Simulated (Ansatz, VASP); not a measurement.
## Tl in VASP and in Ansatz

```xyz
2
Lattice="3.5238 0.0000 0.0000 -1.7619 3.0517 0.0000 0.0000 0.0000 5.6334" Properties=species:S:1:pos:R:3 pbc="T T T"
Tl    0.0000    2.0345    1.4083
Tl    1.7619    1.0172    4.2250
```

Change from the starting cell: volume scaled by 1.06.

Alike in both runs: task single point; functional LDA; k mesh 11 × 11 × 6; occupations fermi-dirac, width 0.05 eV; no spin polarisation.

```csv
,VASP,Ansatz
version,VASP 6.6.1,Ansatz 0.2.0
potentials or method,"VASP PAW LDA potentials, release 64 (Tl_d), cutoff 520 eV","all-electron LAPW, scalar-relativistic"
```

|  | VASP | Ansatz | Ansatz less VASP |
| --- | --- | --- | --- |
| pressure (GPa) | -3.4 | -3.4 | -0.01 |
| largest component of the traceless stress (GPa) | 0.29 | 0.32 | +0.036 |

Ansatz ran all-electron here, so the differences hold the error of VASP's frozen core and of both bases.

The runs have no spin-orbit coupling, so splittings on Tl are missing.
